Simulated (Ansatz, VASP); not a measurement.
One calculation of SnSe, two programs

File INCAR:

```
SYSTEM = SnSe
PREC = Accurate ; ENCUT = 520
EDIFF = 1E-8 ; ISMEAR = -1
SIGMA = 0.02 ; LREAL = .False.
LASPH = .True. ; NELM = 100
ALGO = Normal ; ISIF = 2
LWAVE = .False. ; LCHARG = .False.
GGA = PE ; LEFG = .True.
NBANDS = 17
```

The input KPOINTS:

```
regular mesh
0
Gamma
  9 9 9
  0 0 0
```

File POSCAR:

```
SnSe
1.0
    0.0000000000      2.9897980490      2.9897980490
    2.9897980490      0.0000000000      2.9897980490
    2.9897980490      2.9897980490      0.0000000000
Sn Se
1 1
Direct
    0.0000000000      0.0000000000      0.0000000000
    0.5000000000      0.5000000000      0.5000000000
```

Input for Ansatz:

```yaml
crystal:
  lattice:
    - [0.0, 2.989798049, 2.989798049]
    - [2.989798049, 0.0, 2.989798049]
    - [2.989798049, 2.989798049, 0.0]
  atoms:
    - { symbol: Sn, position: [0.0, 0.0, 0.0] }
    - { symbol: Se, position: [0.5, 0.5, 0.5] }
kpoints:
  mp_grid: { grid: [9, 9, 9] }
scf:
  occupations: { method: fermi_dirac, width: 0.02 }
hamiltonian:
  xc: pbe
  pseudopotentials: { kind: all_electron, datasets: crystal }
output:
  forces: true
  stress: true
  eigenvalues: true
  efg: { contact_densities: true }
```

Change from the starting cell: volume scaled by 0.98, crystal datasets.

Alike in both runs: task electric field gradients; functional PBE; k mesh 9 × 9 × 9; occupations fermi-dirac, width 0.02 eV; no spin polarisation.

|  | VASP | Ansatz |
| --- | --- | --- |
| version | VASP 6.6.1 | Ansatz 0.2.0 |
| potentials or method | VASP PAW PBE potentials, release 64 (Sn_d, Se) | all-electron PAW with datasets made for the crystal, scalar-relativistic |
| plane-wave cutoff (eV) | 520 | see its input |

Ansatz gave:

- pressure (GPa): 2.1
- Vzz of the field gradient on the site that differs most (V/Å²): 0.0

**Question.** Which values does VASP return?

**Answer.** Pressure (GPa): 2.2; Vzz of the field gradient on the site that differs most (V/Å²): 0.0.

Ansatz ran all-electron here, so the differences hold the error of VASP's frozen core and of both bases. Ansatz warned: «gradients_without_spin_orbit».
